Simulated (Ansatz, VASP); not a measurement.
## SnTe: VASP beside Ansatz

```xyz
2
Lattice="0.0000 3.1565 3.1565 3.1565 0.0000 3.1565 3.1565 3.1565 0.0000" Properties=species:S:1:pos:R:3 pbc="T T T"
Sn    0.0000    0.0000    0.0000
Te    3.1565    3.1565    3.1565
```

Alike in both runs: task single point; functional PBE; k mesh 11 × 11 × 11; occupations fermi-dirac, width 0.08 eV; no spin polarisation.

```csv
,VASP,Ansatz
version,VASP 6.6.1,Ansatz 0.2.0
potentials or method,"VASP PAW PBE potentials, release 64 (Sn_d, Te), cutoff 520 eV","all-electron LAPW, non-relativistic"
```

|  | VASP | Ansatz | Ansatz less VASP |
| --- | --- | --- | --- |
| pressure (GPa) | 2.0 | 2.3 | +0.36 |

Ansatz ran all-electron here, so the differences hold the error of VASP's frozen core and of both bases.

Spin-orbit coupling is left out, which matters for the levels of Te.
